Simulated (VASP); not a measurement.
Input of a VASP 6.6.1 run:

INCAR

```
SYSTEM = Al8P7
PREC = Accurate ; ENCUT = 520
EDIFF = 1E-7 ; ISMEAR = 0
SIGMA = 0.1 ; LREAL = Auto
LASPH = .TRUE. ; NELM = 60
ALGO = Normal ; ISIF = 2
LWAVE = .FALSE. ; LCHARG = .FALSE.
GGA = PE ; NBANDS = 42
```

File KPOINTS:

```
regular mesh
0
G
  2 2 2
  0 0 0
```

Contents of POSCAR:

```
Al8P7
1.0
    0.0000000000      5.4279060000      5.4279060000
    5.4279060000      0.0000000000      5.4279060000
    5.4279060000      5.4279060000      0.0000000000
Al P
8 7
Direct
    0.0151209325     -0.0095766213      0.0041268217
   -0.0067420106     -0.0323693889      0.5277666931
    0.0505017957      0.4541948589      0.0412123939
   -0.0066836087      0.5114148992      0.5277088439
    0.5364913283     -0.0005662405     -0.0367164612
    0.4896560478      0.0095403273      0.4913642572
    0.5365639162      0.5009363648     -0.0367560713
    0.3813545224      0.5343531189      0.5500584387
    0.1601293390      0.0833146337      0.1432077121
    0.1132741613      0.1275929428      0.6316095931
    0.1601799110      0.6134429189      0.1431580613
    0.6403665612      0.1236730150      0.1124318476
    0.6100566222      0.1667444130      0.5876559027
    0.7617619023      0.6565614806     -0.0746963930
    0.6101003776      0.6356479829      0.5876219117
```

Potentials or basis: VASP PAW PBE potentials, release 64 (Al, P).

Launch:

```console
$ cat potpaw_PBE.64/Al/POTCAR potpaw_PBE.64/P/POTCAR > POTCAR
$ mpirun -np 1 vasp_std > vasp.out
```

Question: Predict the pressure.

Answer: -0.5 GPa.

Question: Estimate the largest force.

Answer: 0.121 eV/Å.

Question: Estimate the band gap on the k mesh.

Answer: None (metal or under the smearing width).

Stress tensor (GPa, compression positive):
```
-0.84  0.60 -0.10
 0.60  0.07 -0.60
-0.10 -0.60 -0.84
```

Caveat: the k mesh is coarse (spacing up to 0.50 Å⁻¹), so the values aren't converged.
